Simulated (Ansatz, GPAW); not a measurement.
This is a calculation of Mg for GPAW 26.7.0 (ASE script). This isn't the form of Mg at room conditions, which is hcp.

run.py

```python
from ase import Atoms
from ase.dft.bandgap import bandgap
from ase.io import write
from ase.units import GPa
from gpaw import GPAW, PW

atoms = Atoms(['Mg'],
              cell=[[0.0, 2.244256, 2.244256],
                    [2.244256, 0.0, 2.244256],
                    [2.244256, 2.244256, 0.0]],
              scaled_positions=[[0.0, 0.0, 0.0]],
              pbc=True)

calc = GPAW(mode=PW(800),
            xc='LDA',
            kpts={'size': (10, 10, 10), 'gamma': True},
            occupations={'name': 'methfessel-paxton', 'order': 0, 'width': 0.05},
            nbands=12,
            convergence={'density': 1e-05, 'energy': 1e-05},
            maxiter=150,
            txt='gpaw.txt')
atoms.calc = calc
energy = atoms.get_potential_energy()
forces = atoms.get_forces()
stress = atoms.get_stress()
calc.write('gs.gpw')
write('result.traj', atoms)
print(f'Energy: {energy:.6f} eV')
print('Forces (eV/A):')
print(forces.round(4))
print('Stress (GPa):', (stress / GPa).round(3))
print('Fermi level:', round(calc.get_fermi_level(), 4), 'eV')
print(f'Gap: {bandgap(calc)[0]:.4f} eV, direct: {bandgap(calc, direct=True)[0]:.4f} eV')
```

Potentials or basis: the program's PAW data sets (release 1.2.1) made for this functional, pw.

Command:

```sh
$ OMP_NUM_THREADS=1 python run.py
```

**Question.** What does the same run look like in Ansatz 0.2.0? Potentials or basis there: Ansatz PAW, cutoff 420 eV.

**Answer.** As run (cutoffs and basis follow the program's own potentials, and thresholds, step limits or extra output files can differ):

The input input.yaml:

```yaml
crystal:
  lattice:
    - [0.0, 2.244256, 2.244256]
    - [2.244256, 0.0, 2.244256]
    - [2.244256, 2.244256, 0.0]
  atoms:
    - { symbol: Mg, position: [0.0, 0.0, 0.0] }
hamiltonian:
  xc: lda
  pseudopotentials: { kind: paw }
kpoints:
  mp_grid: { grid: [10, 10, 10] }
scf:
  occupations: { method: gaussian, width: 0.05 }
output:
  forces: true
  stress: true
  eigenvalues: true
```

Potentials or basis: Ansatz PAW.

The run is started by

```sh
$ ansatz run input.yaml --threads 1 --pin off --max-ram 3584MiB --backend cpu --events-out ev --progress --plain --runs-dir out
```

Both were run:

|  | GPAW | Ansatz |
| --- | --- | --- |
| Pressure | -1.4 GPa | -1.4 GPa |

Ansatz's pressure holds a Pulay term of +0.00 GPa for its cutoff of 420 eV, which the other run lacks.

Ansatz's potentials were made for PBE.

Where Ansatz's input types no cutoff or centring, it takes its own default and a Γ-centred mesh.

The two programs' LDA may be different fits to the electron gas.

Pressure is positive in compression.
